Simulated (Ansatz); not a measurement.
diamond against fcc along group 5

Computed with Ansatz 0.2.0, DFT, RPBE, plane waves (420 eV) with PAW, scalar-relativistic. (PAW data from PBE, frozen cores regenerated.)

Each structure is relaxed within its symmetry, in the lowest magnetic state of the tried starts. Differences under about 8 meV lie within the error of the k-point mesh.

```csv
element,E(diamond) − E(fcc) (meV/atom),V(diamond) (Å³/atom),V(fcc) (Å³/atom),state of diamond,state of fcc
V,2149,19.59,14.26,spin not included,spin not included
Nb,2181,26.58,19.12,spin not included,spin not included
Ta,?,?,?,?,?
```

**Question.** Fill in the row of Ta.

**Answer.** E(diamond) − E(fcc) (meV/atom): 2628; V(diamond) (Å³/atom): 29.25; V(fcc) (Å³/atom): 19.16; state of diamond: spin not included; state of fcc: spin not included.
